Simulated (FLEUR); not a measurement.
# Au (P6_3/mmc) in FLEUR: a series of runs, part 2 of 2

FLEUR MaX-R8.1 (later development tree).

## 3. Band structure, r2SCAN, spin-orbit coupling, no magnetisation

Input file inp.xml:

```xml
<?xml version="1.0" encoding="UTF-8" standalone="no"?>
<fleurInput fleurInputVersion="0.39">
   <comment>
      Au                                                                                                  
   </comment>
   <calculationSetup>
      <cutoffs Kmax="4.1" Gmax="12.7" GmaxXC="12.7" numbands="all"/>
      <scfLoop itmax="80" minDistance="0.0001" maxIterBroyd="30" imix="Anderson" alpha="0.05" precondParam="0.0" spinf="2.0" sdNocoIR="T"/>
      <coreElectrons ctail="F" frcor="F" kcrel="0" coretail_lmax="0"/>
      <xcFunctional name="LibXC" relativisticCorrections="F">
         <LibXCName exchange="mgga_x_r2scan" correlation="mgga_c_r2scan"/>
         <AuxGGA exchange="117" correlation="130"/>
      </xcFunctional>
      <magnetism jspins="1"/>
      <soc l_soc="T" theta="0.0" phi="0.0" spav="F"/>
      <expertModes spex="0" secvar="F"/>
      <geometryOptimization l_f="F" forcealpha="1.0" forcemix="BFGS" epsdisp="0.00001" epsforce="0.00001"/>
      <ldaU l_linMix="F" mixParam="0.05" spinf="1.0"/>
   </calculationSetup>
   <cell>
      <bzIntegration valenceElectrons="38.0" mode="hist" fermiSmearingEnergy="0.00183747">
         <kPointListSelection listName="default-1"/>
         <!-- k-points included here -->
         <xi:include xmlns:xi="http://www.w3.org/2001/XInclude" href="kpts.xml"> </xi:include>
      </bzIntegration>
      <!-- symmetry operations included here -->
      <xi:include xmlns:xi="http://www.w3.org/2001/XInclude" href="sym.xml"> </xi:include>
      <bulkLattice scale="1.0">
         <bravaisMatrix>
            <row-1>    5.4802057613399997     0.0000000000000000     0.0000000000000000</row-1>
            <row-2>   -2.7401028806699999     4.7459974073337650     0.0000000000000000</row-2>
            <row-3>    0.0000000000000000     0.0000000000000000     9.2218634880479993</row-3>
         </bravaisMatrix>
      </bulkLattice>
   </cell>
   <atomSpecies>
      <species name="Gold (Au)" element="Au" atomicNumber="79">
         <mtSphere radius="2.51" gridPoints="839" logIncrement="0.016"/>
         <atomicCutoffs lmax="10" lnonsphr="10"/>
         <electronConfig flipSpins="F">
            <coreConfig>(1s1/2) (2s1/2) (2p1/2) (2p3/2) (3s1/2) (3p1/2) (3p3/2) (4s1/2) (3d3/2) (3d5/2) (4p1/2) (4p3/2) (4d3/2) (4d5/2) (4f5/2) (4f7/2)</coreConfig>
            <valenceConfig>(5s1/2) (5p1/2) (5p3/2) (6s1/2) (5d3/2) (5d5/2)</valenceConfig>
            <stateOccupation state="(6s1/2)" spinUp="0.500000" spinDown="0.500000"/>
         </electronConfig>
         <energyParameters s="6" p="6" d="5" f="5"/>
         <lo type="SCLO" l="0" n="5" eDeriv="0"/>
         <lo type="SCLO" l="1" n="5" eDeriv="0"/>
         <lo type="SCLO" l="1" n="5" eDeriv="1"/>
         <lo type="SCLO" l="2" n="5" eDeriv="2"/>
         <lo type="SCLO" l="3" n="5" eDeriv="2"/>
      </species>
   </atomSpecies>
   <atomGroups>
      <atomGroup species="Gold (Au)">
         <relPos label="                   1">-1.000/3.000 1.000/3.000 1.000/4.000</relPos>
         <relPos label="                   2">1.000/3.000 -1.000/3.000 -1.000/4.000</relPos>
         <force calculate="T" relaxXYZ="TTT"/>
      </atomGroup>
   </atomGroups>
   <output dos="F" band="F" slice="F">
      <checks vchk="F" cdinf="F"/>
      <bandDOS minEnergy="-.5*Htr" maxEnergy="0.5*Htr" sigma="0.015" storeEVData="T"/>
      <vacuumDOS vacdos="F" integ="F" star="F" nstars="0" locx1="0.0" locy1="0.0" locx2="0.0" locy2="0.0" nstm="0" tworkf="0.0"/>
      <unfoldingBand unfoldBand="F" supercellX="1" supercellY="1" supercellZ="1"/>
      <plotting iplot="0" polar="F">
         <plot TwoD="T" vec1="  1.0  0.0  0.0" vec2="  0.0  1.0  0.0" vec3="  0.0  0.0  1.0" zero="  0.0  0.0  0.0" file="plot"/>
      </plotting>
      <chargeDensitySlicing numkpt="0" minEigenval="0.0" maxEigenval="0.0" nnne="0" pallst="F"/>
      <specialOutput eonly="F"/>
      <moessbauerParams electricFieldGradient="T" isomerShift="T" coreHyperfine="T" valenceHyperfine="T"/>
      <magneticCircularDichroism mcd="F" energyLo="-10.0" energyUp="0.0"/>
   </output>
  <!-- We include the file relax.xml here to enable relaxations (see documentation) -->
  <xi:include xmlns:xi="http://www.w3.org/2001/XInclude" href="relax.xml"> <xi:fallback/> </xi:include>
</fleurInput>
```

Input file crystal.txt:

```
Au
&input cartesian=F /
2.9000000000  0.0000000000  0.0000000000
-1.4500000000  2.5114736710  0.0000000000
0.0000000000  0.0000000000  4.8800000000
1.8897261246
1.0 1.0 1.0

2
79 0.6666666666  0.3333333332  0.2500000000
79 0.3333333332  0.6666666666  0.7500000000

&soc 0.0 0.0 /
&kpt div1=8 div2=8 div3=4 gamma=T /
```

Input file inp.xml (bands):

```
<?xml version="1.0" encoding="UTF-8" standalone="no"?>
<fleurInput fleurInputVersion="0.39">
   <comment>
      Au                                                                                                  
   </comment>
   <calculationSetup>
      <cutoffs Kmax="4.1" Gmax="12.7" GmaxXC="12.7" numbands="all"/>
      <scfLoop itmax="80" minDistance="0.0001" maxIterBroyd="30" imix="Anderson" alpha="0.05" precondParam="0.0" spinf="2.0" sdNocoIR="T"/>
      <coreElectrons ctail="F" frcor="F" kcrel="0" coretail_lmax="0"/>
      <xcFunctional name="LibXC" relativisticCorrections="F">
         <LibXCName exchange="mgga_x_r2scan" correlation="mgga_c_r2scan"/>
         <AuxGGA exchange="117" correlation="130"/>
      </xcFunctional>
      <magnetism jspins="1"/>
      <soc l_soc="T" theta="0.0" phi="0.0" spav="F"/>
      <expertModes spex="0" secvar="F"/>
      <geometryOptimization l_f="F" forcealpha="1.0" forcemix="BFGS" epsdisp="0.00001" epsforce="0.00001"/>
      <ldaU l_linMix="F" mixParam="0.05" spinf="1.0"/>
   </calculationSetup>
   <cell>
      <bzIntegration valenceElectrons="38.0" mode="hist" fermiSmearingEnergy="0.00183747">
         <kPointListSelection listName="path-1"/>
         <!-- k-points included here -->
         <xi:include xmlns:xi="http://www.w3.org/2001/XInclude" href="kpts.xml"> </xi:include>
      </bzIntegration>
      <!-- symmetry operations included here -->
      <xi:include xmlns:xi="http://www.w3.org/2001/XInclude" href="sym.xml"> </xi:include>
      <bulkLattice scale="1.0">
         <bravaisMatrix>
            <row-1>    5.4802057613399997     0.0000000000000000     0.0000000000000000</row-1>
            <row-2>   -2.7401028806699999     4.7459974073337650     0.0000000000000000</row-2>
            <row-3>    0.0000000000000000     0.0000000000000000     9.2218634880479993</row-3>
         </bravaisMatrix>
      </bulkLattice>
   </cell>
   <atomSpecies>
      <species name="Gold (Au)" element="Au" atomicNumber="79">
         <mtSphere radius="2.51" gridPoints="839" logIncrement="0.016"/>
         <atomicCutoffs lmax="10" lnonsphr="10"/>
         <electronConfig flipSpins="F">
            <coreConfig>(1s1/2) (2s1/2) (2p1/2) (2p3/2) (3s1/2) (3p1/2) (3p3/2) (4s1/2) (3d3/2) (3d5/2) (4p1/2) (4p3/2) (4d3/2) (4d5/2) (4f5/2) (4f7/2)</coreConfig>
            <valenceConfig>(5s1/2) (5p1/2) (5p3/2) (6s1/2) (5d3/2) (5d5/2)</valenceConfig>
            <stateOccupation state="(6s1/2)" spinUp="0.500000" spinDown="0.500000"/>
         </electronConfig>
         <energyParameters s="6" p="6" d="5" f="5"/>
         <lo type="SCLO" l="0" n="5" eDeriv="0"/>
         <lo type="SCLO" l="1" n="5" eDeriv="0"/>
         <lo type="SCLO" l="1" n="5" eDeriv="1"/>
         <lo type="SCLO" l="2" n="5" eDeriv="2"/>
         <lo type="SCLO" l="3" n="5" eDeriv="2"/>
      </species>
   </atomSpecies>
   <atomGroups>
      <atomGroup species="Gold (Au)">
         <relPos label="                   1">-1.000/3.000 1.000/3.000 1.000/4.000</relPos>
         <relPos label="                   2">1.000/3.000 -1.000/3.000 -1.000/4.000</relPos>
         <force calculate="T" relaxXYZ="TTT"/>
      </atomGroup>
   </atomGroups>
   <output dos="F" band="T" slice="F">
      <checks vchk="F" cdinf="F"/>
      <bandDOS minEnergy="-.5*Htr" maxEnergy="0.5*Htr" sigma="0.015" storeEVData="T"/>
      <vacuumDOS vacdos="F" integ="F" star="F" nstars="0" locx1="0.0" locy1="0.0" locx2="0.0" locy2="0.0" nstm="0" tworkf="0.0"/>
      <unfoldingBand unfoldBand="F" supercellX="1" supercellY="1" supercellZ="1"/>
      <plotting iplot="0" polar="F">
         <plot TwoD="T" vec1="  1.0  0.0  0.0" vec2="  0.0  1.0  0.0" vec3="  0.0  0.0  1.0" zero="  0.0  0.0  0.0" file="plot"/>
      </plotting>
      <chargeDensitySlicing numkpt="0" minEigenval="0.0" maxEigenval="0.0" nnne="0" pallst="F"/>
      <specialOutput eonly="F"/>
      <moessbauerParams electricFieldGradient="T" isomerShift="T" coreHyperfine="T" valenceHyperfine="T"/>
      <magneticCircularDichroism mcd="F" energyLo="-10.0" energyUp="0.0"/>
   </output>
  <!-- We include the file relax.xml here to enable relaxations (see documentation) -->
  <xi:include xmlns:xi="http://www.w3.org/2001/XInclude" href="relax.xml"> <xi:fallback/> </xi:include>
</fleurInput>
```

Potentials or basis: all-electron, FLAPW.

Command:

```
$ inpgen -f crystal.txt -profile fastHighL
$ # inp.xml edited to the form shown
$ fleur_MPI
$ fleur_MPI   # second run, on inp.xml (bands)
```

Standard output:

```text
Welcome to FLEUR        (www.flapw.de)
      MaX-Release 8.1          (www.max-centre.eu)
 func_ids         498         497         498         497
 MetaGGA potential functional detected - V_tau will be computed
 Auxiliary Potential for radial basis: exchange=         117  correlation=         130
The functional 'Re-regularized SCAN exchange by Furness et al' is an exchange functional, it belongs to the 'MGGA' family and is defined in the reference(s):
[1] J. W. Furness, A. D. Kaplan, J. Ning, J. P. Perdew, and J. Sun.,  J. Phys. Chem. Lett. 11, 8208-8215 (2020)
[2] J. W. Furness, A. D. Kaplan, J. Ning, J. P. Perdew, and J. Sun.,  J. Phys. Chem. Lett. 11, 9248-9248 (2020)
The functional 'Re-regularized SCAN correlation by Furness et al' is a correlation functional, it belongs to the 'MGGA' family and is defined in the reference(s):
[1] J. W. Furness, A. D. Kaplan, J. Ning, J. P. Perdew, and J. Sun.,  J. Phys. Chem. Lett. 11, 8208-8215 (2020)
[2] J. W. Furness, A. D. Kaplan, J. Ning, J. P. Perdew, and J. Sun.,  J. Phys. Chem. Lett. 11, 9248-9248 (2020)
 Using same functional for VXC and EXC

 ========== k-point set info ==========
 Selected k-point list: default-1
 k-point list type: mesh
 8 x 8 x 4
 Number of k points: 36

 ------------Calculation Setup---------------------------
 Number of MPI-tasks      :            1
 Number of PE/node        :            1
 Number of OMP-threads    :            1
 Most efficient MPI parallelization for:
           1           2           3           4           6           9          12          18          36
 Additional eigenvalue parallelization possible
 Number of basis functions:          362
 Approximate size of matrices (H+S) per k-point:         0.002 GB
 --------------------------------------------------------
The functional 'Hammer, Hansen, and Norskov' is an exchange functional, it belongs to the 'GGA' family and is defined in the reference(s):
[1] B. Hammer, L. B. Hansen, and J. K. Nørskov.,  Phys. Rev. B 59, 7413 (1999)
The functional 'Perdew, Burke & Ernzerhof' is a correlation functional, it belongs to the 'GGA' family and is defined in the reference(s):
[1] J. P. Perdew, K. Burke, and M. Ernzerhof.,  Phys. Rev. Lett. 77, 3865 (1996)
[2] J. P. Perdew, K. Burke, and M. Ernzerhof.,  Phys. Rev. Lett. 78, 1396 (1997)
 Using same functional for VXC and EXC
 Using auxiliary GGA potential for the first iteration of MetaGGA calculation.
 Reset of history
 Reset of history
 Iteration:     1   Distance:      66.00149223 me/bohr^3
The functional 'Hammer, Hansen, and Norskov' is an exchange functional, it belongs to the 'GGA' family and is defined in the reference(s):
[1] B. Hammer, L. B. Hansen, and J. K. Nørskov.,  Phys. Rev. B 59, 7413 (1999)
The functional 'Perdew, Burke & Ernzerhof' is a correlation functional, it belongs to the 'GGA' family and is defined in the reference(s):
[1] J. P. Perdew, K. Burke, and M. Ernzerhof.,  Phys. Rev. Lett. 77, 3865 (1996)
[2] J. P. Perdew, K. Burke, and M. Ernzerhof.,  Phys. Rev. Lett. 78, 1396 (1997)
 Using same functional for VXC and EXC
 Iteration:     2   Distance:      62.15508162 me/bohr^3
The functional 'Hammer, Hansen, and Norskov' is an exchange functional, it belongs to the 'GGA' family and is defined in the reference(s):
[1] B. Hammer, L. B. Hansen, and J. K. Nørskov.,  Phys. Rev. B 59, 7413 (1999)
The functional 'Perdew, Burke & Ernzerhof' is a correlation functional, it belongs to the 'GGA' family and is defined in the reference(s):
[1] J. P. Perdew, K. Burke, and M. Ernzerhof.,  Phys. Rev. Lett. 77, 3865 (1996)
[2] J. P. Perdew, K. Burke, and M. Ernzerhof.,  Phys. Rev. Lett. 78, 1396 (1997)
 Using same functional for VXC and EXC
 Iteration:     3   Distance:      58.98765216 me/bohr^3
The functional 'Hammer, Hansen, and Norskov' is an exchange functional, it belongs to the 'GGA' family and is defined in the reference(s):
[1] B. Hammer, L. B. Hansen, and J. K. Nørskov.,  Phys. Rev. B 59, 7413 (1999)
The functional 'Perdew, Burke & Ernzerhof' is a correlation functional, it belongs to the 'GGA' family and is defined in the reference(s):
[1] J. P. Perdew, K. Burke, and M. Ernzerhof.,  Phys. Rev. Lett. 77, 3865 (1996)
[2] J. P. Perdew, K. Burke, and M. Ernzerhof.,  Phys. Rev. Lett. 78, 1396 (1997)
 Using same functional for VXC and EXC
 Iteration:     4   Distance:       9.08268515 me/bohr^3
The functional 'Hammer, Hansen, and Norskov' is an exchange functional, it belongs to the 'GGA' family and is defined in the reference(s):
[1] B. Hammer, L. B. Hansen, and J. K. Nørskov.,  Phys. Rev. B 59, 7413 (1999)
The functional 'Perdew, Burke & Ernzerhof' is a correlation functional, it belongs to the 'GGA' family and is defined in the reference(s):
[1] J. P. Perdew, K. Burke, and M. Ernzerhof.,  Phys. Rev. Lett. 77, 3865 (1996)
[2] J. P. Perdew, K. Burke, and M. Ernzerhof.,  Phys. Rev. Lett. 78, 1396 (1997)
 Using same functional for VXC and EXC
 Iteration:     5   Distance:       2.43056829 me/bohr^3
The functional 'Hammer, Hansen, and Norskov' is an exchange functional, it belongs to the 'GGA' family and is defined in the reference(s):
[... 32 lines left out ...]
 Using same functional for VXC and EXC
 Iteration:    10   Distance:       0.00189873 me/bohr^3
The functional 'Hammer, Hansen, and Norskov' is an exchange functional, it belongs to the 'GGA' family and is defined in the reference(s):
[1] B. Hammer, L. B. Hansen, and J. K. Nørskov.,  Phys. Rev. B 59, 7413 (1999)
The functional 'Perdew, Burke & Ernzerhof' is a correlation functional, it belongs to the 'GGA' family and is defined in the reference(s):
[1] J. P. Perdew, K. Burke, and M. Ernzerhof.,  Phys. Rev. Lett. 77, 3865 (1996)
[2] J. P. Perdew, K. Burke, and M. Ernzerhof.,  Phys. Rev. Lett. 78, 1396 (1997)
 Using same functional for VXC and EXC
 Iteration:    11   Distance:       0.00145729 me/bohr^3
The functional 'Hammer, Hansen, and Norskov' is an exchange functional, it belongs to the 'GGA' family and is defined in the reference(s):
[1] B. Hammer, L. B. Hansen, and J. K. Nørskov.,  Phys. Rev. B 59, 7413 (1999)
The functional 'Perdew, Burke & Ernzerhof' is a correlation functional, it belongs to the 'GGA' family and is defined in the reference(s):
[1] J. P. Perdew, K. Burke, and M. Ernzerhof.,  Phys. Rev. Lett. 77, 3865 (1996)
[2] J. P. Perdew, K. Burke, and M. Ernzerhof.,  Phys. Rev. Lett. 78, 1396 (1997)
 Using same functional for VXC and EXC
 Iteration:    12   Distance:       0.00018910 me/bohr^3
The functional 'Hammer, Hansen, and Norskov' is an exchange functional, it belongs to the 'GGA' family and is defined in the reference(s):
[1] B. Hammer, L. B. Hansen, and J. K. Nørskov.,  Phys. Rev. B 59, 7413 (1999)
The functional 'Perdew, Burke & Ernzerhof' is a correlation functional, it belongs to the 'GGA' family and is defined in the reference(s):
[1] J. P. Perdew, K. Burke, and M. Ernzerhof.,  Phys. Rev. Lett. 77, 3865 (1996)
[2] J. P. Perdew, K. Burke, and M. Ernzerhof.,  Phys. Rev. Lett. 78, 1396 (1997)
 Using same functional for VXC and EXC
 Iteration:    13   Distance:       0.00005418 me/bohr^3

 ********************************************************************
 Run finished successfully
 Stop message:
   all done
 ********************************************************************
```

It took 25 min on 1 thread of Arm Neoverse N1, shared host; peak memory 0.26 GiB.

Results:

* Free energy: -1036548.4153 eV
* Band gap along the path: none (metal or under the smearing width)
* Valence electrons inside the program's atomic spheres: Au 17.47 (radii Au 2.51 bohr)

Levels at the corners of the path, in eV from the Fermi level:
```csv
point,band 34,band 35,band 36,band 37,band 38,band 39,band 40,band 41,band 42,band 43
Γ,-3.23,-2.85,-2.85,-1.99,-1.99,-0.83,-0.83,2.51,2.51,15.28
M,-2.05,-1.69,-1.69,0.44,0.44,1.55,1.55,5.64,5.64,7.30
K,-2.50,-2.32,-2.32,2.36,2.36,2.37,2.37,4.04,4.04,9.30
Γ,-3.23,-2.85,-2.85,-1.99,-1.99,-0.83,-0.83,2.51,2.51,15.28
A,-2.89,-2.89,-2.89,-2.51,-2.51,-2.51,-2.51,10.68,10.68,10.68
L,-1.82,-1.82,-1.82,0.64,0.64,0.64,0.64,3.89,3.89,3.89
H,-2.41,-2.18,-2.18,4.16,4.16,4.29,4.29,4.58,4.58,4.85
A,-2.89,-2.89,-2.89,-2.51,-2.51,-2.51,-2.51,10.68,10.68,10.68
L,-1.82,-1.82,-1.82,0.64,0.64,0.64,0.64,3.89,3.89,3.89
M,-2.05,-1.69,-1.69,0.44,0.44,1.55,1.55,5.64,5.64,7.30
K,-2.50,-2.32,-2.32,2.36,2.36,2.37,2.37,4.04,4.04,9.30
H,-2.41,-2.18,-2.18,4.16,4.16,4.29,4.29,4.58,4.58,4.85
```

Core levels (eV from the Fermi level):
| atom | levels |
| --- | --- |
| 1 Au | 1s1/2 -80657.1, 2s1/2 -14217.1, 2p1/2 -13630.0, 2p3/2 -11794.2, 3s1/2 -3353.1, 3p1/2 -3089.8, 3p3/2 -2684.7, 4s1/2 -725.6, 3d3/2 -2249.0, 3d5/2 -2162.0, 4p1/2 -613.4, 4p3/2 -516.2, 4d3/2 -333.1, 4d5/2 -315.0, 4f5/2 -80.1, 4f7/2 -76.3 |
| 2 Au | 1s1/2 -80657.1, 2s1/2 -14217.1, 2p1/2 -13630.0, 2p3/2 -11794.2, 3s1/2 -3353.1, 3p1/2 -3089.8, 3p3/2 -2684.7, 4s1/2 -725.6, 3d3/2 -2249.0, 3d5/2 -2162.0, 4p1/2 -613.4, 4p3/2 -516.2, 4d3/2 -333.1, 4d5/2 -315.0, 4f5/2 -80.1, 4f7/2 -76.3 |

Caveat: the meta-GGA is that of a development version, with a GGA for the radial functions and cores and without core tails.
